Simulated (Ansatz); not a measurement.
The following input was run with Ansatz 0.2.0.

```yaml
crystal:
  lattice:
    - [0.0, 2.9431697008, 2.9431697008]
    - [2.9431697008, 0.0, 2.9431697008]
    - [2.9431697008, 2.9431697008, 0.0]
  atoms:
    - { symbol: Al, position: [0.25, 0.25, 0.25] }
    - { symbol: Al, position: [0.75, 0.75, 0.75] }
    - { symbol: Pt, position: [0.0, 0.0, 0.0] }
basis:
  ecutwfc: 420
kpoints:
  mp_grid: { grid: [12, 12, 12] }
hamiltonian:
  xc: pbe
scf:
  occupations: { method: gaussian, width: 0.1 }
output:
  forces: true
  stress: true
  eigenvalues: true
```

Command:
```bash
ansatz run input.yaml --threads 1 --pin off --max-ram 2560MiB --backend cpu --events-out ev --progress --plain --runs-dir out
```

All numbers below come from DFT PBE, scalar-relativistic, plane waves, PAW (Ansatz).

Abridged output (iterations and final results):

```
SCF iter   1: F=—  HF=-13600.651836 eV  |F-HF|=—  |Δ(HF+E_count)|=         —  Δρ=2.05e-3  dr2=2.56e-3  ethr=1.77e-3  ⟨swp⟩=5.3  Hψ=5987  notcnv=0
SCF iter   2: F=—  HF=-13600.651864 eV  |F-HF|=—  |Δ(HF+E_count)|=   2.82e-5  Δρ=9.78e-4  dr2=4.29e-4  ethr=1.07e-5  ⟨swp⟩=2.0  Hψ=1970  notcnv=0
SCF iter   3: F=—  HF=-13600.651848 eV  |F-HF|=—  |Δ(HF+E_count)|=   1.60e-5  Δρ=2.95e-4  dr2=4.19e-5  ethr=1.79e-6  ⟨swp⟩=2.1  Hψ=1668  notcnv=0
SCF iter   4: F=—  HF=-13600.651807 eV  |F-HF|=—  |Δ(HF+E_count)|=   4.13e-5  Δρ=5.35e-5  dr2=1.71e-6  ethr=1.74e-7  ⟨swp⟩=2.7  Hψ=1686  notcnv=0
SCF iter   5: F=—  HF=-13600.651807 eV  |F-HF|=—  |Δ(HF+E_count)|=   4.04e-7  Δρ=1.23e-5  dr2=1.64e-7  ethr=7.11e-9  ⟨swp⟩=1.9  Hψ=1481  notcnv=0
SCF iter   6: F=-13600.651807 eV  HF=-13600.651807 eV  |F-HF|=6.73e-10  |Δ(HF+E_count)|=   1.57e-8  Δρ=5.66e-6  dr2=1.93e-8  ethr=4.17e-10  ⟨swp⟩=5.1  Hψ=4169  notcnv=0
SCF 1 converged in 6 iterations: F = -13600.651807 eV  dr2 = 1.93e-8
SCF converged after 6 iterations
Free energy (F): -13600.651807 eV
Harris-Foulkes:  -13600.651807 eV  (|F-HF|=6.73e-10)
Internal energy: -13600.646069 eV  (E = F + TS)
E sigma→0 (E₀):  -13600.648938 eV
Entropy (-TS):   -0.005737 eV (-1.912 meV/atom)
Fermi energy:    11.610067 eV
--- Per-component energies (eV) ---
  E_band       = -307.719077
  E_kinetic    = 687.931807
  E_local      = -2687.284150  (includes V_loc(G=0)·N_el)
  E_nonlocal   = 217.588883
  E_hartree    = 1067.610224
  E_xc         = -343.856708
  E_vxc        = -364.210568  (∫ρ·V_xc dr)
  E_paw        = -10388.861005  (= ΣΔE_a)
  E_vpaw       = -296.970763  (= ΣTr[D̂ρ^β])
  E_aug_tail   = 0.000186  (compensation charges beyond the density's cutoff)
  E_ewald      = -2153.775306
  E_smearing   = -0.005737  (= −TS)
--- Forces (eV/Å), atoms counted from 1 ---
  atom   1  Al     0.00000000     0.00000000     0.00000000
  atom   2  Al     0.00000000     0.00000000     0.00000000
  atom   3  Pt     0.00000000     0.00000000     0.00000000
--- Stress (GPa, compression-positive) ---
        4.203503       0.000000       0.000000
        0.000000       4.203503       0.000000
        0.000000       0.000000       4.203503
  P = ⅓ Tr σ = 4.2035 GPa (42.035 kbar)
--- Band table (eV; the first three rows and the last of 72) ---
  k-point 0: bands = ["-87.3206", "-41.5574", "-41.5574", "-41.5574", "1.2729", "6.4587", "6.4587", "6.4587", "7.8241", "7.8241", "14.6387", "15.4025", "15.4025", "15.4025", "17.0605", "17.0605"]
  k-point 1: bands = ["-87.3206", "-41.5576", "-41.5575", "-41.5575", "1.3697", "6.4014", "6.4916", "6.4916", "7.8123", "7.8123", "14.1001", "14.8527", "15.1317", "15.1317", "17.3669", "17.3669"]
  k-point 2: bands = ["-87.3206", "-41.5581", "-41.5576", "-41.5576", "1.6554", "6.2488", "6.5774", "6.5774", "7.7931", "7.7931", "12.3636", "14.5480", "14.5480", "15.1182", "17.3653", "17.4042"]
  k-point 71: bands = ["-87.3206", "-41.5593", "-41.5593", "-41.5584", "5.5119", "5.5119", "6.1397", "6.4161", "7.7474", "8.2770", "8.7708", "8.7708", "10.6880", "16.8314", "16.8314", "17.7750"]
```

Self-consistency was reached.

It took 3 s on 1 thread of AMD EPYC 7R43 64-Core Processor (Zen 3), on a shared host, peak memory 0.38 GiB.

Spin–orbit coupling is left out, which can shift energies with elements as heavy as these.